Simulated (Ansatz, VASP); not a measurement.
## Re in VASP and in Ansatz

```xyz
2
Lattice="2.7971 0.0000 0.0000 -1.3986 2.4224 0.0000 0.0000 0.0000 4.5169" Properties=species:S:1:pos:R:3 pbc="T T T"
Re    1.3986    0.8075    3.3877
Re    0.0000    1.6149    1.1292
```

Alike in both runs: task single point; functional PBEsol; k mesh 11 × 11 × 6; occupations fermi-dirac, width 0.05 eV; no spin polarisation.

|  | VASP | Ansatz |
| --- | --- | --- |
| version | VASP 6.6.1 | Ansatz 0.2.0 |
| potentials or method | VASP PAW PBE potentials, release 64 (Re) | JTH PAW |
| plane-wave cutoff (eV) | 520 | 1290 |
| valence electrons in the cell | 14 | 30 |

Ansatz gave:

- gap on the k mesh at the Fermi level (eV): none
- pressure (GPa): -17.3
- largest component of the traceless stress (GPa): 0.13

Task: Which values does VASP return?

Result: gap on the k mesh at the Fermi level (eV): none; pressure (GPa): -17.9; largest component of the traceless stress (GPa): 0.02.

A gap of «none» marks a metal or a gap that the smearing closes. With one functional, cell and mesh, what is left measures potentials, basis and numerics. The two sets of potentials don't hold the same shells in valence.

Caveats: so large a pressure means that the cell lies far from this level's equilibrium, or that cutoff or potentials fall short (VASP); the potentials were made for another functional, which shifts forces and pressure (VASP). The runs have no spin-orbit coupling, so splittings on Re are missing.
